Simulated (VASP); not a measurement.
Write the native input for VASP 6.6.1 that does the following.

```
Task                   : single point
Functional             : PBE
Potentials or basis    : VASP PAW PBE potentials, release 64 (Te, Mo_sv)
Cutoff                 : 520 eV
k mesh                 : 4 × 8 × 2
Occupations            : gaussian, width 0.012 eV
Spin                   : no spin polarisation
Further INCAR settings : ALGO = Normal; EDIFF = 1e-07; NBANDS = 64
```

The structure of Te2Mo lies in POSCAR:

```
Te2Mo
1.0
    6.3300000000      0.0000000000      0.0000000000
    0.0000000000      3.4690000000      0.0000000000
   -0.9467947088      0.0000000000     13.8276237937
Te Mo
8 4
Direct
    0.9437000000      0.7500000000      0.6045000000
    0.0563000000      0.2500000000      0.3955000000
    0.9030000000      0.2500000000      0.8514000000
    0.0970000000      0.7500000000      0.1486000000
    0.4112000000      0.7500000000      0.8955000000
    0.5888000000      0.2500000000      0.1045000000
    0.4432000000      0.2500000000      0.6484000000
    0.5568000000      0.7500000000      0.3516000000
    0.8167000000      0.7500000000      0.9926000000
    0.1833000000      0.2500000000      0.0074000000
    0.6819000000      0.2500000000      0.4934000000
    0.3181000000      0.7500000000      0.5066000000
```

These files were run (other wordings do the same):

INCAR

```
ALGO = Normal
EDIFF = 1E-7
ENCUT = 520
GGA = PE
ISIF = 2
ISMEAR = 0
LASPH = T
LCHARG = F
LREAL = F
LWAVE = F
NBANDS = 64
NELM = 60
PREC = Accurate
SIGMA = 0.012
```

KPOINTS

```
k-points
0
Gamma
  4 8 2
```

Potentials or basis: VASP PAW PBE potentials, release 64 (Te, Mo_sv).

Command:

```console
$ cat potpaw_PBE.64/Te/POTCAR potpaw_PBE.64/Mo_sv/POTCAR > POTCAR
$ mpirun -np 1 vasp_std > vasp.out
```

It gave:

The pressure is 2.5 GPa, the largest force is 0.160 eV/Å and the band gap on the k mesh is none (metal or under the smearing width).

It took 14 min on 1 thread of Intel(R) Xeon(R) Platinum 8488C (Sapphire Rapids), with other jobs on the host, peak memory 0.66 GiB.
